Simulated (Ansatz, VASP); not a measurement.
# Cross-check of Nb8HN8 (H on NbN(001)) between VASP and Ansatz

One calculation is typed for both programs; each brings its own data sets and cutoff. How far apart do they land?

Main program and level: Ansatz 0.2.0; plane waves, with VASP 6.6.1 beside it; single point at PBEsol.

### Step 1. Set-up

The cell holds 34 atoms: 16 Nb, 16 N and 2 H. Its edges and angles: a = 6.208 Å, b = 6.208 Å, c = 24.335 Å, α = 90.0°, β = 90.0°, γ = 90.0°. It derives from NbN. Vacuum lies along c.

Structure file:

```xyz
34
Lattice="6.2084 0.0000 0.0000 0.0000 6.2084 0.0000 0.0000 0.0000 24.3350" Properties=species:S:1:pos:R:3
Nb    0.0000    0.0000    8.0000
Nb    0.0000    3.1042    8.0000
Nb    3.1042    0.0000    8.0000
Nb    3.1042    3.1042    8.0000
Nb    1.5521    1.5521   10.1950
Nb    1.5521    4.6563   10.1950
Nb    4.6563    1.5521   10.1950
Nb    4.6563    4.6563   10.1950
Nb    0.0000    0.0000   12.5455
Nb    0.0000    3.1042   12.5455
Nb    3.1042    0.0000   12.5455
Nb    3.1042    3.1042   12.5455
Nb    1.5521    1.5521   14.6427
Nb    1.5521    4.6563   14.5264
Nb    4.6563    1.5521   14.5264
Nb    4.6563    4.6563   14.6427
N     1.5521    1.5521    8.0000
N     1.5521    4.6563    8.0000
N     4.6563    1.5521    8.0000
N     4.6563    4.6563    8.0000
N     0.0000    0.0000   10.1950
N     0.0000    3.1042   10.1950
N     3.1042    0.0000   10.1950
N     3.1042    3.1042   10.1950
N     1.5521    1.5521   12.3394
N     1.5521    4.6563   12.4214
N     4.6563    1.5521   12.4214
N     4.6563    4.6563   12.3394
N     0.0000    0.0000   14.7492
N     0.0000    3.1042   14.7492
N     3.1042    0.0000   14.7492
N     3.1042    3.1042   14.7492
H     1.5521    1.5521   16.4343
H     4.6563    4.6563   16.4343
```

### Step 2. Ansatz: single point, PBEsol

Ansatz runs on its default PAW (the set named soft_2) files.

With cell and atoms fixed, the geometry can't cause a difference; cores, projectors, grids and the points listed under the comparison can.

input.yaml reads:

```yaml
crystal:
  lattice:
    - [6.208397539, 0.0, 0.0]
    - [0.0, 6.208397539, 0.0]
    - [0.0, 0.0, 24.335]
  atoms:
    - { symbol: Nb, position: [0.0, 0.0, 0.328744607] }
    - { symbol: Nb, position: [0.0, 0.5, 0.328744607] }
    - { symbol: Nb, position: [0.5, 0.0, 0.328744607] }
    - { symbol: Nb, position: [0.5, 0.5, 0.328744607] }
    - { symbol: Nb, position: [0.25, 0.25, 0.418943908] }
    - { symbol: Nb, position: [0.25, 0.75, 0.418943908] }
    - { symbol: Nb, position: [0.75, 0.25, 0.418943908] }
    - { symbol: Nb, position: [0.75, 0.75, 0.418943908] }
    - { symbol: Nb, position: [0.0, 0.0, 0.5155351473] }
    - { symbol: Nb, position: [0.0, 0.5, 0.5155351473] }
    - { symbol: Nb, position: [0.5, 0.0, 0.5155351473] }
    - { symbol: Nb, position: [0.5, 0.5, 0.5155351473] }
    - { symbol: Nb, position: [0.25, 0.25, 0.6017154799] }
    - { symbol: Nb, position: [0.25, 0.75, 0.5969354332] }
    - { symbol: Nb, position: [0.75, 0.25, 0.5969354332] }
    - { symbol: Nb, position: [0.75, 0.75, 0.6017154799] }
    - { symbol: "N", position: [0.25, 0.25, 0.328744607] }
    - { symbol: "N", position: [0.25, 0.75, 0.328744607] }
    - { symbol: "N", position: [0.75, 0.25, 0.328744607] }
    - { symbol: "N", position: [0.75, 0.75, 0.328744607] }
    - { symbol: "N", position: [0.0, 0.0, 0.418943908] }
    - { symbol: "N", position: [0.0, 0.5, 0.418943908] }
    - { symbol: "N", position: [0.5, 0.0, 0.418943908] }
    - { symbol: "N", position: [0.5, 0.5, 0.418943908] }
    - { symbol: "N", position: [0.25, 0.25, 0.5070626256] }
    - { symbol: "N", position: [0.25, 0.75, 0.5104336404] }
    - { symbol: "N", position: [0.75, 0.25, 0.5104336404] }
    - { symbol: "N", position: [0.75, 0.75, 0.5070626256] }
    - { symbol: "N", position: [0.0, 0.0, 0.6060886018] }
    - { symbol: "N", position: [0.0, 0.5, 0.6060886018] }
    - { symbol: "N", position: [0.5, 0.0, 0.6060886018] }
    - { symbol: "N", position: [0.5, 0.5, 0.6060886018] }
    - { symbol: H, position: [0.25, 0.25, 0.6753374811] }
    - { symbol: H, position: [0.75, 0.75, 0.6753374811] }
hamiltonian:
  xc: pbesol
  pseudopotentials: { kind: paw }
kpoints:
  mp_grid: { grid: [4, 4, 1] }
scf:
  occupations: { method: methfessel_paxton, width: 0.1 }
  n_extra_bands: 12
efield:
  axis: 3
  dipole_correction: true
  ramp_width: 0.04
output:
  forces: true
  eigenvalues: true
```

On the command line:

```sh
ansatz run input.yaml --threads 8 --pin off --max-ram 18432MiB --backend cpu --events-out ev --progress --plain --runs-dir out
```

Numbers of over 12 decimals in the logs are rounded to 6 here.

Output:

```text
scf.n_extra_bands = 12 over 145 filled bands (N_el = 290.0): the run solves 157 bands
Engine: ansatz 0.2.0, aarch64-unknown-linux-gnu
Pseudopotentials: kind: paw
Pseudopotential: Nb, paw, valence charge 13, recommended cutoff 420 eV (normal), Nb.paw.azcp
Pseudopotential: N, paw, valence charge 5, recommended cutoff 420 eV (normal), N.paw.azcp
Pseudopotential: H, paw, valence charge 1, recommended cutoff 420 eV (normal), H.paw.azcp
Functional definition: PBEsol
  exchange = pbesol_x
  correlation = pbesol_c
Crystal: 34 atoms, lattice volume = 937.973 Å³
Basis set: ecut = 420 eV, 18349 PW (Γ), exchange–correlation on 90×90×360 points (8 copies of the dense FFT grid, shifted against one another)
Bands: 157, of which v1, the nominal top of the filled ones, is band 145 counted from 1 (144 counted from 0)
Symmetry: 16 space group operations
Space group: P4mm (ITA 99), of the structure as read, at distance tolerance 9.8e-5 Å
k-points: 6 of 16
Non-local potential: Nb, projectors of the file, l = 0: 3, l = 1: 2, l = 2: 2, l = 3: 1
Non-local potential: N, projectors of the file, l = 0: 2, l = 1: 2, l = 2: 1
Non-local potential: H, projectors of the file, l = 0: 2, l = 1: 1
PAW form: soft (Blöchl's): semilocal exchange-correlation on the pseudo side does not see the compensation charge
PAW frozen core: Nb, regenerated for the run's functional, and the local potential with it (the file was generated under x = pbe(κ = 0.804, μ = 0.219515), c = pbe(β = 0.066725))
PAW frozen core: N, regenerated for the run's functional, and the local potential with it (the file was generated under x = pbe(κ = 0.804, μ = 0.219515), c = pbe(β = 0.066725))
PAW one-centre angular grid: Nb, 590 points (default); XC on 64 Gauss nodes
PAW one-centre angular grid: N, 110 points (default); XC on 64 Gauss nodes
PAW one-centre angular grid: H, 110 points (default); XC on 64 Gauss nodes
Initial density: superposition of atomic densities (neutral atoms: chi_scale 0, normalization atom), corrected by the library's trained network
Initial wavefunctions: pseudopotential atomic-orbital guess
Functional: x = pbesol(κ = 0.804, μ = 0.123457), c = pbesol(β = 0.046)
SCF iter   1: F=—  HF=-78043.962486 eV  |F-HF|=—  |Δ(HF+E_count)|=         —  Δρ=9.30e-3  dr2=3.08e0  ethr=1.77e-3  p=-0.382 e·Å  D=-7.37e-2 V/Å  ΔV_dip=1.79 eV  dr2_dipole=8.82e-1  V_vac-E_F(+/−)=5.14/3.35 eV  ⟨swp⟩=6.8  Hψ=4477  notcnv=0
efield: sawtooth ramp at fractional position 0.9820 (placed from the atoms, in the widest stretch of the axis that holds none; the zero of the levels goes with the place), width 0.0400; the density the first Hamiltonian is built on has a dipole p = -0.382 e·Å; the dipole correction subtracts the counter field D = -7.37e-2 V/Å, which shifts the + side's vacuum level by +1.79 eV against the − side's; the planar-averaged density in the ramp window peaks in size at 3.9e-5 e/Å³
preconditioner: auto → LDOS  [metal: Δε(μ)=0.073 eV  Ē_g=7.395 eV  σ=0.100 eV  W_gap=0.48  n_scr=156 (ndim 8)  ℏωp=15.4 eV  f_vac=0.564  D(μ)=16.77/eV (n_scr^D=92)  β→1.0]
SCF iter   2: F=—  HF=-78043.844417 eV  |F-HF|=—  |Δ(HF+E_count)|=   1.18e-1  S|Δr|=    0.00e0  Δρ=6.92e-3  dr2=4.38e-1  ethr=1.06e-3  p=-0.400 e·Å  D=-7.71e-2 V/Å  ΔV_dip=1.88 eV  dr2_dipole=3.37e-4  V_vac-E_F(+/−)=5.17/3.29 eV  ⟨swp⟩=2.0  Hψ=1713  notcnv=0  defer=8
SCF iter   3: F=—  HF=-78043.755094 eV  |F-HF|=—  |Δ(HF+E_count)|=   8.93e-2  S|Δr|=    0.00e0  Δρ=2.04e-3  dr2=7.62e-2  ethr=1.51e-4  p=-0.421 e·Å  D=-8.13e-2 V/Å  ΔV_dip=1.98 eV  dr2_dipole=1.10e-2  V_vac-E_F(+/−)=5.27/3.29 eV  ⟨swp⟩=3.0  Hψ=1941  notcnv=0  defer=8
SCF iter   4: F=—  HF=-78043.748483 eV  |F-HF|=—  |Δ(HF+E_count)|=   6.61e-3  S|Δr|=    0.00e0  Δρ=5.38e-4  dr2=1.02e-2  ethr=2.63e-5  p=-0.428 e·Å  D=-8.26e-2 V/Å  ΔV_dip=2.01 eV  dr2_dipole=1.07e-3  V_vac-E_F(+/−)=5.26/3.25 eV  ⟨swp⟩=2.0  Hψ=1427  notcnv=0  defer=8
SCF iter   5: F=—  HF=-78043.747703 eV  |F-HF|=—  |Δ(HF+E_count)|=   7.80e-4  S|Δr|=    0.00e0  Δρ=1.41e-4  dr2=6.30e-4  ethr=3.53e-6  p=-0.432 e·Å  D=-8.34e-2 V/Å  ΔV_dip=2.03 eV  dr2_dipole=2.18e-5  V_vac-E_F(+/−)=5.25/3.22 eV  ⟨swp⟩=2.7  Hψ=1534  notcnv=0  defer=8
SCF iter   6: F=—  HF=-78043.747757 eV  |F-HF|=—  |Δ(HF+E_count)|=   5.44e-5  S|Δr|=    0.00e0  Δρ=5.12e-5  dr2=1.27e-4  ethr=2.17e-7  p=-0.436 e·Å  D=-8.42e-2 V/Å  ΔV_dip=2.05 eV  dr2_dipole=1.21e-6  V_vac-E_F(+/−)=5.25/3.20 eV  ⟨swp⟩=2.3  Hψ=1428  notcnv=0  defer=8
SCF iter   7: F=—  HF=-78043.747772 eV  |F-HF|=—  |Δ(HF+E_count)|=   1.47e-5  S|Δr|=    0.00e0  Δρ=2.63e-5  dr2=1.91e-5  ethr=4.40e-8  p=-0.439 e·Å  D=-8.47e-2 V/Å  ΔV_dip=2.06 eV  dr2_dipole=5.50e-6  V_vac-E_F(+/−)=5.25/3.19 eV  ⟨swp⟩=2.8  Hψ=1369  notcnv=0  defer=8
SCF iter   8: F=—  HF=-78043.748180 eV  |F-HF|=—  |Δ(HF+E_count)|=   4.08e-4  S|Δr|=    0.00e0  Δρ=1.05e-5  dr2=2.75e-6  ethr=6.58e-9  p=-0.441 e·Å  D=-8.51e-2 V/Å  ΔV_dip=2.07 eV  dr2_dipole=8.99e-7  V_vac-E_F(+/−)=5.25/3.18 eV  ⟨swp⟩=3.2  Hψ=1578  notcnv=0  defer=7
SCF iter   9: F=—  HF=-78043.748181 eV  |F-HF|=—  |Δ(HF+E_count)|=   1.37e-6  S|Δr|=    0.00e0  Δρ=5.49e-6  dr2=3.68e-7  ethr=9.47e-10  p=-0.442 e·Å  D=-8.52e-2 V/Å  ΔV_dip=2.07 eV  dr2_dipole=1.44e-9  V_vac-E_F(+/−)=5.25/3.18 eV  ⟨swp⟩=2.8  Hψ=1612  notcnv=0  defer=7
SCF iter  10: F=-78043.748182 eV  HF=-78043.748182 eV  |F-HF|=2.71e-8  |Δ(HF+E_count)|=   1.42e-7  S|Δr|=    0.00e0  Δρ=2.02e-6  dr2=8.96e-8  ethr=3.45e-11  p=-0.442 e·Å  D=-8.52e-2 V/Å  ΔV_dip=2.07 eV  dr2_dipole=1.22e-8  V_vac-E_F(+/−)=5.25/3.18 eV  ⟨swp⟩=15.7  Hψ=4624  notcnv=0
SCF 1 converged in 10 iterations: F = -78043.748182 eV  dr2 = 8.96e-8
  greatest PAW one-centre occupation: 0.998 electrons in one spin orbital (limit 2), on the Nb atom at site 15 (counted from 0), in its partial waves of l = 0
SCF converged after 10 iterations
Stability not checked: this state was not tested for a lower state beside it, because cold or Methfessel-Paxton smearing, or corrected tetrahedra, fill the levels in a way that the test cannot read (fill_not_monotonic; see scf.lower_state_search)
Free energy (F): -78043.748182 eV
Harris-Foulkes:  -78043.748182 eV  (|F-HF|=2.71e-8)
Internal energy: -78043.733167 eV  (E = F + TS)
E sigma→0 (E₀):  -78043.744428 eV
Entropy (-TS):   -0.015014 eV (-0.442 meV/atom)
Fermi energy:    4.678275 eV
Step filling:    the computed levels leave a gap of 0.0000 eV = 0.0 smearing widths at the electron count; against every level under it full and every level over it empty, smearing changes F+E_penalty+E_count by -7.160 meV and its σ→0 estimate by -3.406 meV
Dipole field:    D = -0.085158 V/Å  (p = -0.441421 e·Å, saw-weighted, corrected)
Work function:   Φ+ = 5.2491 eV   Φ− = 3.1768 eV
Levels:          The Fermi level and band energies are counted from a zero that moves with the ramp; work functions are not
--- Per-component energies (eV) ---
  E_band       = -4638.222447
  E_kinetic    = 8412.346268
  E_local      = -338038.704216  (includes V_loc(G=0)·N_el)
  E_nonlocal   = 2651.406889
  E_hartree    = 164512.680274
  E_xc         = -3761.371990
  E_vxc        = -4639.380573  (∫ρ·V_xc dr)
  E_paw        = -50230.706843  (= ΣΔE_a)
  E_vpaw       = -2028.337915  (= ΣTr[D̂ρ^β])
  E_aug_tail   = -0.000778  (compensation charges beyond the density's cutoff)
  E_efield     = 0.018795  (sawtooth field / dipole correction)
  E_vefield    = -20.971902  (∫n·V_field dr)
  E_ewald      = 138407.129508
  E_core_change = 3.468924  (= ΣΔE_core)
  E_smearing   = -0.015014  (= −TS)
  E_closure    = -0.000000  (closes the sum)
  Σ components = -78043.748182   (vs F -78043.748182, Δ=0.00e0)
--- Forces (eV/Å), atoms counted from 1 ---
  atom   1  Nb     0.00000000     0.00000000     2.71661368
  atom   2  Nb     0.00000000     0.00000000     2.71661368
  atom   3  Nb     0.00000000     0.00000000     2.71661368
  atom   4  Nb     0.00000000     0.00000000     2.71661368
  atom   5  Nb    -0.00000000    -0.00000000    -0.76778836
  atom   6  Nb    -0.00000000    -0.00000000    -0.83432860
  atom   7  Nb    -0.00000000    -0.00000000    -0.83432860
  atom   8  Nb    -0.00000000    -0.00000000    -0.76778836
  atom   9  Nb     0.00000000    -0.00000000     0.04610112
  atom  10  Nb     0.00000000    -0.00000000     0.04610112
  atom  11  Nb     0.00000000    -0.00000000     0.04610112
  atom  12  Nb     0.00000000    -0.00000000     0.04610112
  atom  13  Nb     0.00000000    -0.00000000     0.01645929
  atom  14  Nb    -0.00000000    -0.00000000    -0.02936512
  atom  15  Nb    -0.00000000    -0.00000000    -0.02936512
  atom  16  Nb     0.00000000    -0.00000000     0.01645929
  atom  17  N     -0.00000000     0.00000000    -1.77540593
  atom  18  N     -0.00000000     0.00000000    -1.52404921
  atom  19  N     -0.00000000     0.00000000    -1.52404921
  atom  20  N     -0.00000000     0.00000000    -1.77540593
  atom  21  N     -0.00000000     0.00000000    -0.27085077
  atom  22  N     -0.00000000     0.00000000    -0.27085077
  atom  23  N     -0.00000000     0.00000000    -0.27085077
  atom  24  N     -0.00000000     0.00000000    -0.27085077
  atom  25  N     -0.00000000     0.00000000    -0.02893406
  atom  26  N     -0.00000000    -0.00000000    -0.01080157
  atom  27  N     -0.00000000    -0.00000000    -0.01080157
  atom  28  N     -0.00000000     0.00000000    -0.02893406
  atom  29  N     -0.00000000    -0.00000000    -0.01615968
  atom  30  N     -0.00000000    -0.00000000    -0.01615968
  atom  31  N     -0.00000000    -0.00000000    -0.01615968
  atom  32  N     -0.00000000    -0.00000000    -0.01615968
  atom  33  H      0.00000000    -0.00000000     0.00275109
  atom  34  H      0.00000000    -0.00000000     0.00275109
  max |Σ_I F_I| component: 1.08e-4 eV/Å
--- Band table (eV; the first three rows and the last of 6) ---
  k-point 0: bands = [... 141 lower, 4.8099, 4.9444, 4.9444, 4.9945, 4.9945, 5.1568, 5.1954, 5.3459, ... 8 higher]
  k-point 1: bands = [... 141 lower, 3.9475, 4.4982, 4.6043, 4.7474, 4.8602, 4.8879, 4.9288, 4.9673, ... 8 higher]
  k-point 2: bands = [... 141 lower, 3.9265, 4.0071, 4.0071, 4.0138, 4.0138, 4.1949, 4.1949, 4.6313, ... 8 higher]
  k-point 5: bands = [... 141 lower, 4.8412, 4.8525, 4.8525, 4.8630, 4.8630, 5.1939, 5.1939, 5.2378, ... 8 higher]
```

The job ended after 27 s (8 threads of Arm Neoverse N1, shared host; peak memory 3.5 GiB).

(Continued in part 2 of 2.)

[Lines on the potential files, build, host, timing and source positions are cut from VASP's logs without a mark.]

[Logs are printed without paths, hosts, clocks, repeated set-up lines and the standing remarks that a program may print on its own settings, such as how far it seeks lower states.]

[Hosts, paths, dates, database ids (printed as entryN), source tags and the programs' standing remarks are cut or masked in the printed files.]
